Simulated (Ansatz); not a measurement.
Crystal: VO2.

```
V O
1.0
     4.50720    0.00000    0.00000
     0.00000    4.50720    0.00000
     0.00000    0.00000    3.04445
V O
2 4
Direct
  0.50000 0.50000 0.50000
  0.00000 0.00000 0.00000
  0.20036 0.79964 0.50000
  0.79964 0.20036 0.50000
  0.70036 0.70036 0.00000
  0.29964 0.29964 0.00000
```

The cell is a database's computed one.

```yaml
Program: Ansatz 0.2.0
Task: relaxation of cell and atoms
Functional: PBE
Potentials_or_basis: Ansatz PAW
Cutoff: "420 eV (not typed: the program's choice for these potentials)"
k_mesh: 6 × 6 × 9
Occupations: fermi-dirac, width 0.05 eV
Spin: collinear spin, ferromagnetic start
Starting_moments: "[2.0, 2.0, 0.0, 0.0, 0.0, 0.0] μB"
```

At the start: volume 10.31 Å³/atom.

Question: How do energy, volume and symmetry change on relaxing?

Answer: It ends after 9 steps and the volume is 9.94 Å³/atom (-3.6 %); space group P4_2/mnm (No. 136, to 0.05 Å); moment 2.00 μB per cell.

The path:
```tsv
step	energy change (eV)	largest force (eV/Å)	volume (Å³)
1	0.0000	0.2386	61.85
2	-0.2255	0.5135	60.45
3	-0.2938	0.1495	58.80
4	-0.3028	0.0724	59.61
5	-0.3034	0.0080	59.63
6	-0.3032	0.0005	59.66
7	-0.3009	0.0005	59.66
8	-0.3012	0.0002	59.64
9	-0.3011	0.0002	59.64
```

Final structure:
```
V O
1.0
     4.58398    0.00000    0.00000
     0.00000    4.58398    0.00000
     0.00000    0.00000    2.83822
V O
2 4
Cartesian
  2.2920 2.2920 1.4191
  0.0000 0.0000 0.0000
  0.9165 3.6675 1.4191
  3.6675 0.9165 1.4191
  3.2085 3.2085 0.0000
  1.3755 1.3755 0.0000
```

Caveat: the plane-wave basis is chosen anew once the cell has moved, so the energies of steps on either side of that aren't comparable; the pressure holds a Pulay correction of +0.8 GPa for the finite cutoff.
